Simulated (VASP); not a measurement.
# AlN: kernels and solvers of the Casida equation on one ground state

AlN, F-43m (no. 216), 2 atoms in the cell. PBE, TDDFT by the Casida equation; PAW potentials Al_GW, N_GW (PBE set).

## Input

INCAR.step1:
```
ALGO = Normal ; CSHIFT = 0.1
EDIFF = 1E-7 ; ENCUT = 420
GGA = PE ; ISMEAR = 0
KPAR = 4 ; LASPH = T
LCHARG = F ; LOPTICS = T
LWAVE = T ; NBANDS = 16
NEDOS = 2000 ; PREC = Accurate
SIGMA = 0.02
```

INCAR.step2:
```
ALGO = TDHF ; ANTIRES = 0
CSHIFT = 0.15 ; EDIFF = 1E-7
ENCUT = 420 ; ENCUTGW = 150
GGA = PE ; IBSE = 2
ISMEAR = 0 ; ISTART = 1
KPAR = 4 ; LADDER = F
LASPH = T ; LCHARG = F
LFXC = T ; LHARTREE = T
LWAVE = F ; NBANDS = 16
NBANDSO = 4 ; NBANDSV = 4
NBSEEIG = 4 ; NOMEGA = 1000
OMEGAMAX = 25 ; PREC = Accurate
PRECFOCK = Fast ; SIGMA = 0.02
```

INCAR.step3, as INCAR.step2 but for:
```
- ANTIRES = 0
+ ANTIRES = 1
```

INCAR.step4 changes the same tag again: ANTIRES = 2.

INCAR.step5, as INCAR.step4 but for:
```
- ANTIRES = 2
- LFXC = T
- LHARTREE = T
+ ANTIRES = 0
+ LFXC = F
+ LHARTREE = F
```

INCAR.step6, as INCAR.step5 but for:
```
- ANTIRES = 0
- LHARTREE = F
+ ANTIRES = 2
+ LHARTREE = T
```

INCAR.step7, as INCAR.step6 but for:
```
- ANTIRES = 2
- IBSE = 2
- LFXC = F
+ ANTIRES = 0
+ BSEPREC = High
+ IBSE = 3
+ LFXC = T
```

INCAR.step8, as INCAR.step7 but for:
```
- BSEPREC = High
- IBSE = 3
+ IBSE = 1
```

INCAR.step9, as INCAR.step8 but for:
```
- IBSE = 1
+ IBSE = 0
```

INCAR.step10, as INCAR.step9 but for:
```
- KPAR = 4
```

KPOINTS:
```
k-points
0
Gamma
  6 6 6
```

POSCAR:
```
AlN
1.0
    0.0000000000      2.1839935596      2.1839935596
    2.1839935596      0.0000000000      2.1839935596
    2.1839935596      2.1839935596      0.0000000000
Al N
1 1
Direct
    0.0000000000      0.0000000000      0.0000000000
    0.2500000000      0.2500000000      0.2500000000
```

Commands (each step's output is kept before the next begins):
```
cat potpaw_PBE.64/Al_GW/POTCAR potpaw_PBE.64/N_GW/POTCAR > POTCAR
cp INCAR.step1 INCAR
mpirun -np 4 vasp_std > vasp.out
cp INCAR.step2 INCAR
mpirun -np 4 vasp_std > vasp.out
cp INCAR.step3 INCAR
mpirun -np 4 vasp_std > vasp.out
cp INCAR.step4 INCAR
mpirun -np 4 vasp_std > vasp.out
cp INCAR.step5 INCAR
mpirun -np 4 vasp_std > vasp.out
cp INCAR.step6 INCAR
mpirun -np 4 vasp_std > vasp.out
cp INCAR.step7 INCAR
mpirun -np 4 vasp_std > vasp.out
cp INCAR.step8 INCAR
mpirun -np 4 vasp_std > vasp.out
cp INCAR.step9 INCAR
mpirun -np 4 vasp_std > vasp.out
cp INCAR.step10 INCAR
mpirun -np 1 vasp_std > vasp.out
```

## Result

- Direct gap on the mesh (eV): 4.18
- Gap on the mesh (eV): 3.31
- Bands: 16

One ground state, settings moved in the last step alone:

| Settings | ε at zero frequency | First excitation (eV) | First bright (eV) | Time (s) |
|---|---|---|---|---|
| LOPTICS | 4.81 | – | – | 5 |
| full kernel, Tamm-Dancoff | 4.55 | 4.184 | 4.184 | 31 |
| full kernel, ANTIRES 1 | 4.49 | 4.188 | 4.188 | 27 |
| full kernel, ANTIRES 2 | 4.49 | 4.184 | 4.184 | 50 |
| independent particles | 4.62 | 4.179 | 4.179 | 18 |
| RPA: Hartree term alone, ANTIRES 2 | 4.30 | 4.186 | 4.186 | 50 |
| Lanczos (IBSE 3) | 4.55 | – | – | 14 |
| time evolution (IBSE 1) | 4.53 | – | – | 61 |
| KPAR with the old driver (IBSE 0) | – | – | – | no result |
| old driver (IBSE 0) on one core | 4.55 | 4.184 | 4.184 | 81 |

Make-up of the lowest excitation, one of several of nearly equal energy, so its shares depend on the choice among them:

| k point | From band | To band | Share |
|---|---|---|---|
| 0.000 0.000 0.000 | 2 | 5 | 0.83 |
| 0.000 0.000 0.000 | 3 | 5 | 0.12 |
| 0.000 0.000 0.000 | 4 | 5 | 0.05 |
| 0.000 0.167 0.000 | 3 | 5 | 0.00 |
| 0.000 -0.167 0.000 | 3 | 5 | 0.00 |
| -0.167 0.000 0.000 | 3 | 5 | 0.00 |

Limits: The 6×6×6 mesh is coarse for a spectrum: peaks stand apart that a denser mesh merges; the pairs hold 4 valence and 4 conduction bands, and what lies beyond is missing from ε.

VASP 6.6.1 took 342 s on 4 cores (Intel Xeon Platinum 8259CL @ 2.50GHz (Skylake/Cascade Lake)), a shared host.
